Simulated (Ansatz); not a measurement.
## CsCl-type PbS

Level of theory: DFT, PBEsol, scalar-relativistic, no spin polarisation; plane waves to 420 eV with PAW datasets (Ansatz 0.2.0), 8×8×8 k-mesh, Gaussian smearing of 0.05 eV. The datasets are Ansatz's generated set soft_2.

```xyz
2
Lattice="3.5790 0.0000 0.0000 0.0000 3.5790 0.0000 0.0000 0.0000 3.5790" Properties=species:S:1:pos:R:3 pbc="T T T"
Pb    0.0000    0.0000    0.0000
S     1.7895    1.7895    1.7895
```

This is a trial structure; measured cells of the compound in the Crystallography Open Database are in space groups C2/m, Fm-3m (rock salt).

The cell is relaxed to zero pressure at this level.

Path: Γ–X–M–Γ–R–X | R–M, with Γ = (0.000, 0.000, 0.000), X = (0.000, 0.500, 0.000), M = (0.500, 0.500, 0.000), R = (0.500, 0.500, 0.500) in reciprocal vectors of the calculation's cell.

Is it a metal or an insulator, and if it has a gap, where are the band edges on this path?

A metal: bands cross the Fermi level.

Bands as a text map, energy in eV from the Fermi level (dashes), each leg drawn with the same width:
```
  4.86 |  *              *     *                  *  
  4.57 |     *    *    **        *        *          
  4.29 |         * ****                            **
  4.00 |   *  *****    *   *   *       *   *         
  3.71 |            *           *                 *  
  3.43 |                                  *      *   
  3.14 |           *              *                  
  2.86 |    *           *               *        *   
  2.57 |                                 *           
  2.29 |          *      **      *     * *           
  2.00 |     *                        *         *    
  1.71 |         *                              *    
  1.43 |                                *            
  1.14 |                              *   *          
  0.86 |      * *                 **           *     
  0.57 |                               *             
  0.29 |       *                     *     *         
  0.00 |-------*---------------*-----**----*--*------
 -0.29 |        *   ****  *     *  *               **
 -0.57 |      ******    *            *    ** *    *  
 -0.86 |     *   *       * *        *       *        
 -1.14 |    **  *         *   *          *       *   
 -1.43 |   **              **            **          
 -1.71 |****      *         **   *      *       *    
 -2.00 |         *          * *        *       *     
 -2.29 |                       *      * **           
 -2.57 |                *  *      * **      ***      
 -2.86 |          **            *  * * *             
        Γ      X      M      Γ      R      XR       M
```

No spin–orbit coupling, a notable omission for heavy elements.
